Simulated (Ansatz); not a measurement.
Crystal: CuAu3.

```xyz
4
Lattice="-1.9906 1.9906 4.0821 1.9906 -1.9906 4.0821 1.9906 1.9906 -4.0821" Properties=species:S:1:pos:R:3 pbc="T T T"
Au    0.0000    0.0000    4.0821
Au    1.9906    0.0000    2.0410
Au    0.0000    1.9906    2.0410
Cu    0.0000    0.0000    0.0000
```

The cell comes from a database or a generator and needn't be the stable form of this composition.

Base run:

| Quantity | Value |
| --- | --- |
| Program | Ansatz 0.2.0 |
| Functional | PBEsol |
| Potentials or basis | all-electron LAPW, scalar-relativistic |
| Cutoff | 244 eV |
| Density cutoff | 974 eV |
| Basis error allowed | 0.002 eV/atom |
| k mesh | 9 × 9 × 9 |
| Occupations | fermi-dirac, width 0.05 eV |
| Spin | no spin polarisation |

Its results: pressure -4.5 GPa.

**Question.** The run is repeated on the same cell with these changes: functional from PBEsol to LDA. What comes out?

**Answer.** Pressure -9.3 GPa.

LDA binds more tightly than PBEsol, so the same cell stands under less pressure.

Not every run made on this cell is shown here.
